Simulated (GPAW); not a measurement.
C:

```xyz
3
Lattice="2.6197 0.0000 0.0000 0.0000 2.6197 0.0000 0.0000 0.0000 2.6197" Properties=species:S:1:pos:R:3 pbc="T T T"
C     0.0000    1.3099    1.3099
C     1.3099    0.0000    1.3099
C     1.3099    1.3099    0.0000
```

The cell was built by a generator and needn't be a form met in nature.

| Quantity | Value |
| --- | --- |
| Program | GPAW 26.7.0 |
| Task | relaxation of cell and atoms |
| Functional | RPBE |
| Potentials or basis | the program's PAW data sets (release 1.2.1) made for this functional |
| Cutoff | 800 eV |
| Basis | pw |
| k mesh | 10 × 10 × 10 |
| Occupations | fermi-dirac, width 0.05 eV |
| Spin | no spin polarisation |

At the start: pressure 7.2 GPa; volume 5.99 Å³/atom.

Question: How do energy, volume and symmetry change on relaxing?

Answer: Over 4 steps the energy falls by 6.6 meV/atom and the volume is 6.24 Å³/atom (+4.1 %); space group Pm-3m (No. 221, to 0.05 Å).

The path:
```csv
step,energy change (eV),largest force (eV/Å),pressure (GPa),volume (Å³)
1,0.0000,0.0000,7.22,17.98
2,-0.0035,0.0000,6.42,18.05
3,-0.0193,0.0000,0.71,18.64
4,-0.0198,0.0000,0.00,18.71
```

Final structure:
```
CELL_PARAMETERS angstrom
2.65489 0.00000 0.00000
0.00000 2.65489 0.00000
0.00000 0.00000 2.65489
ATOMIC_POSITIONS crystal
C 0.00000 0.50000 0.50000
C 0.50000 0.00000 0.50000
C 0.50000 0.50000 0.00000
```

Caveat: later steps reuse the first step's grids.
